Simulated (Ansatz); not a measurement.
Fluorite SrF2 was calculated with r²SCAN0 (Ansatz, a quantum-chemistry and plane-wave program, plane waves, PAW).

Numerical settings: plane-wave cutoff 520 eV, 8×8×8 k mesh, Fermi–Dirac smearing 0.01 eV, scalar-relativistic PAW data made under PBE.

Energies at three volumes about the minimum:

| V (Å³/atom) | E − E_lowest (meV/atom) |
|---|---|
| 15.583 | 2.54 |
| 15.989 | 0.00 |
| 16.382 | 2.25 |

Problem. Fit a parabola by hand: where is the minimum, what lattice constant follows, and what is the bulk modulus?

Solution. Slopes: (0.00 − 2.54)/(15.989 − 15.583) = -6.256 and (2.25 − 0.00)/(16.382 − 15.989) = 5.725 meV/Å³. Curvature E″ = 2 × (5.725 − (-6.256))/(16.382 − 15.583) = 29.990 meV/Å⁶. From the middle of the first interval, the slope vanishes at V0 = 15.7860 − (-6.256)/29.990 = 15.995 Å³/atom. B = V0 E″ = 15.995 × 29.990 meV/Å³ × 0.1602 GPa per meV/Å³ = 76.9 GPa. With 12 atoms in the cube, a = (12 × 15.995)^(1/3) = 5.768 Å. The full Birch–Murnaghan fit to all volumes gives V0 = 15.986 Å³/atom and B0 = 76.9 GPa.

Measured, for comparison: bulk modulus 69 GPa (temperature not stated, not corrected to a static lattice; as tabulated in On the Morphology of Group II Metal Fluoride Nanocrystals at Finite Temperature …). Computed (rounded) less measured: bulk modulus +11 %.
